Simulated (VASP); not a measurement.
Write the native input for VASP 6.6.1 that does the following.

```yaml
Task: single point
Functional: PBEsol
Potentials_or_basis: VASP PAW PBE potentials, release 64 (Pt, Se)
Cutoff: 450 eV
k_mesh: 7 × 7 × 4
Occupations: gaussian, width 0.05 eV
Spin: collinear spin, ferromagnetic start
Starting_moments: "[4.0, 4.0, 0.0, 0.0, 0.0, 0.0] μB"
Hubbard_terms: Pt d U = 4 eV
Further_INCAR_settings: ALGO = Normal; EDIFF = 1e-06; NBANDS = 35
```

The structure of PtSe2 lies in POSCAR:

```
PtSe2
1.0
    3.7240002900      0.0000000000      0.0000000000
   -1.8620001500      3.2250788600      5.0619995800
    0.0000000000      0.0000000000     10.1239991600
Pt Se
2 4
Direct
    0.0000000000      0.0000000000      0.0000000000
    0.0000000000      0.0000000000      0.5000000000
    0.3333333333      0.6666666667      0.7916666667
    0.6666666667      0.3333333333      0.2083333334
    0.3333333333      0.6666666667      0.2916666666
    0.6666666667      0.3333333333      0.7083333334
```

One way to write it, as run:

INCAR

```
PREC = Accurate
ENCUT = 450
EDIFF = 1E-6
ISMEAR = 0
SIGMA = 0.05
LREAL = False
LASPH = True
NELM = 150
ALGO = Normal
ISIF = 2
LWAVE = False
LCHARG = False
ISPIN = 2
MAGMOM = 4 4 0 0 0 0
LORBIT = 11
LMAXMIX = 4
LDAU = True
LDAUTYPE = 2
LDAUL = 2 -1
LDAUU = 4 0
LDAUJ = 0 0
LDAUPRINT = 1
GGA = PS
NBANDS = 35
```

KPOINTS

```
Automatic mesh
0
Gamma
  7 7 4
```

Potentials or basis: VASP PAW PBE potentials, release 64 (Pt, Se).

Run with:

```sh
$ cat potpaw_PBE.64/Pt/POTCAR potpaw_PBE.64/Se/POTCAR > POTCAR
$ mpirun -np 1 vasp_std > vasp.out
```

It gave:

- Pressure: -0.3 GPa
- Largest force: 0.127 eV/Å
- Band gap on the k mesh: none (metal or under the smearing width)
- Net moment: 0.00 μB per cell
- Valence electrons inside the program's atomic spheres: Pt 9.71; Se 3.77

Caveat: the PAW data sets were made with another functional, which shifts forces and pressure a little.

Run time: 24 min on 1 thread of AMD EPYC 7R43 64-Core Processor (Zen 3), with other jobs on the host, peak memory 0.51 GiB.
